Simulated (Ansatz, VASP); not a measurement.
**RbBr in VASP and in Ansatz**

```
Rb Br
1.0
     0.00000    3.38068    3.38068
     3.38068    0.00000    3.38068
     3.38068    3.38068    0.00000
Rb Br
1 1
Cartesian
  0.0000 0.0000 0.0000
  3.3807 3.3807 3.3807
```

Change from the starting cell: volume scaled by 0.96.

Alike in both runs: task single point; functional PBEsol; k mesh 7 × 7 × 7; occupations fermi-dirac, width 0.05 eV; no spin polarisation.

|  | VASP | Ansatz |
| --- | --- | --- |
| version | VASP 6.6.1 | Ansatz 0.2.0 |
| potentials or method | VASP PAW PBE potentials, release 64 (Rb_sv, Br), cutoff 520 eV | all-electron LAPW, scalar-relativistic |

```csv
,VASP,Ansatz,Ansatz less VASP
gap on the k mesh at the Fermi level (eV),4.31,4.31,+0.003
least direct gap on the mesh (eV),4.31,4.31,+0.003
pressure (GPa),0.6,0.6,-0.05
```

Ansatz ran all-electron here, so the differences hold the error of VASP's frozen core and of both bases.

Caveats: the PAW data sets were made with another functional, which shifts forces and pressure a little (VASP).
